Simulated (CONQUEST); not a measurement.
As: equation of state with PBE

As:

```
As
1.0
     3.76159    0.00000    0.00000
     0.00000    6.51527    0.00000
     0.00000    0.00000   10.54219
As
12
Direct
  0.00000 0.00000 0.77400
  0.00000 0.33333 0.44067
  0.00000 0.66667 0.10733
  0.50000 0.16667 0.10733
  0.50000 0.50000 0.77400
  0.50000 0.83333 0.44067
  0.00000 0.00000 0.22600
  0.00000 0.33333 0.89267
  0.00000 0.66667 0.55933
  0.50000 0.16667 0.55933
  0.50000 0.50000 0.22600
  0.50000 0.83333 0.89267
```

```yaml
Program: CONQUEST 1.3
Task: equation of state
Functional: PBE
Potentials_or_basis: PseudoDojo NC PBE, DZP, grid of 36 × 64 × 100 points
k_mesh: 7 × 4 × 3
Occupations: fermi-dirac, width 0.05 eV
Spin: no spin polarisation
Solver: diagonalisation
SCF_tolerance: 1e-06
```

```json
{
 "Equilibrium volume": "23.15 Å³/atom (rough: see the caveat)",
 "Bulk modulus at fixed shape and positions": "62 GPa (rough)"
}
```

Energy against volume, from the lowest point:
| volume (Å³/atom) | energy (meV/atom) |
| --- | --- |
| 20.239 | 93.34 |
| 20.669 | 64.45 |
| 21.100 | 41.77 |
| 21.530 | 24.72 |
| 21.961 | 12.27 |
| 22.392 | 4.09 |
| 22.822 | 0.00 |

All runs of the series together: 13 min on 1 thread of Intel(R) Xeon(R) Platinum 8488C (Sapphire Rapids), with other jobs on the host.

Caveat: the minimum lies outside the volumes run; the DZP basis gives volumes some 2 % larger than converged bases do, and moduli off by several per cent; the cell was scaled at fixed shape and fractional positions, which overstates the stiffness of a crystal with free parameters, most of all of layers and chains; the basis of atomic orbitals isn't converged, which shifts pressures, moduli and gaps.
